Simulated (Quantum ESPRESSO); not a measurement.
NiO in Quantum ESPRESSO: the effect of functional

Crystal: NiO.

```
Ni O
1.0
     0.00000    2.09131    2.09131
     2.09131    0.00000    2.09131
     2.09131    2.09131    0.00000
Ni O
1 1
Direct
  0.00000 0.00000 0.00000
  0.50000 0.50000 0.50000
```

Alike in all runs:

| Quantity | Value |
| --- | --- |
| Program | Quantum ESPRESSO 7.5 |
| Task | single point |
| Potentials or basis | PseudoDojo 0.4.1 SR LDA stringent |
| Cutoff | 1415 eV |
| Density cutoff | 5660 eV |
| k mesh | 8 × 8 × 8 |
| Occupations | gaussian, width 0.05 eV |
| Spin | collinear spin, ferromagnetic start |
| Starting moments | [2.0, 0.0] μB |
| Hubbard terms | Ni d U = 7 eV |

```csv
functional,gap on the mesh (eV),pressure (GPa)
LDA,1.95,-6.0
PBEsol,2.45,2.0
PBE,2.69,11.5
revPBE,2.78,16.0
RPBE,?,?
PW91,2.67,10.8
```

Task: What does the run with functional RPBE give?

Result: gap on the mesh 2.82 eV; pressure 17.6 GPa.

Caveats: a cell with one magnetic atom can't hold antiferromagnetic order, which such compounds often take; the potentials were made for another functional, which shifts forces and pressure (some runs).

A k mesh can miss the band edges.
